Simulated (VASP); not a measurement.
Ag2O:

```
CELL_PARAMETERS angstrom
4.71800 0.00000 0.00000
0.00000 4.71800 0.00000
0.00000 0.00000 4.71800
ATOMIC_POSITIONS crystal
Ag 0.75000 0.25000 0.75000
Ag 0.75000 0.75000 0.25000
Ag 0.25000 0.75000 0.75000
Ag 0.25000 0.25000 0.25000
O 0.50000 0.50000 0.50000
O 0.00000 0.00000 0.00000
```

Program: VASP 6.6.1. Alike in all runs: cell as given. Hardware: 1 thread of AMD EPYC 9R45 (Zen 5), with other jobs on the host.

Q: Order these runs on this cell by their wall time, lowest first.
A. task single point; level LDA; potentials or basis VASP PAW LDA potentials, release 64 (Ag, O); spin off; k mesh 6 × 6 × 6; cutoff (eV) 500; smearing gaussian 0.02 eV
B. task band structure; level PBE+rVV10; potentials or basis VASP PAW PBE potentials, release 64 (Ag, O); spin non-collinear, ferrimagnetic start; k mesh 5 × 5 × 5; cutoff (eV) 600; smearing gaussian 0.05 eV; other keys BMIX = 3; ENCUT = 600
C. task band structure; level vdW-DF2; potentials or basis VASP PAW PBE potentials, release 64 (Ag, O); spin SOC, no magnetisation; k mesh 5 × 5 × 5; cutoff (eV) 520; smearing gaussian 0.1 eV

A: A (33 s), C (640 s), B (1600 s).
